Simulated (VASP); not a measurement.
Here is a VASP 6.6.1 calculation.

File INCAR:

```
SYSTEM = Sb
PREC = Accurate
ENCUT = 500
EDIFF = 1E-6
ISMEAR = 0
SIGMA = 0.02
LREAL = .False.
LASPH = .True.
NELM = 100
ALGO = Normal
ISIF = 2
LWAVE = .False.
LCHARG = .False.
GGA = PE
NBANDS = 22
```

KPOINTS

```
Automatic mesh
0
Gamma
  4 4 2
  0 0 0
```

Contents of POSCAR:

```
Sb
1.0
    3.3545324186      0.0000000000      0.0000000000
   -1.6772662093      2.9051102923      0.0000000000
    0.0000000000      0.0000000000      5.4701606500
Sb
2
Direct
    0.6666666667      0.3333333333      0.7500000000
    0.3333333333      0.6666666667      0.2500000000
```

Potentials or basis: VASP PAW PBE potentials, release 64 (Sb_d_GW).

Run with:

```bash
$ cat potpaw_PBE.64/Sb_d_GW/POTCAR > POTCAR
$ mpirun -np 1 vasp_std > vasp.out
```

Problem. What does it give for the band gap on the k mesh?

Solution. None (metal or under the smearing width).

Problem. What does it give for the pressure?

Solution. 1.6 GPa.

Stress tensor (GPa, compression positive):
```
 6.81  0.00  0.00
 0.00  6.81  0.00
 0.00  0.00 -8.97
```

Caveat: the k mesh is coarse (spacing up to 0.57 Å⁻¹), so the values aren't converged. Spin-orbit coupling is left out, which matters for the levels of Sb.
